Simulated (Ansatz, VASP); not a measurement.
One calculation of Al, two programs

```
Al
1.0
     0.00000    2.01996    2.01996
     2.01996    0.00000    2.01996
     2.01996    2.01996    0.00000
Al
1
Direct
  0.00000 0.00000 0.00000
```

Alike in both runs: task single point; functional PBE; k mesh 7 × 7 × 7; occupations fermi-dirac, width 0.1 eV; no spin polarisation.

```csv
,VASP,Ansatz
version,VASP 6.6.1,Ansatz 0.2.0
potentials or method,"VASP PAW PBE potentials, release 64 (Al)","plane waves (420 eV) with PAW, scalar-relativistic"
plane-wave cutoff (eV),520,420
valence electrons in the cell,3,3
```

Ansatz gave:

| Item | Value |
| --- | --- |
| pressure (GPa) | -0.2 |

Q: Which values does VASP return?

A: Pressure (GPa): -0.3.

With one functional, cell and mesh, what is left measures potentials, basis and numerics.

Caveats: the k mesh is coarse (spacing up to 0.38 Å⁻¹), so the values aren't converged.
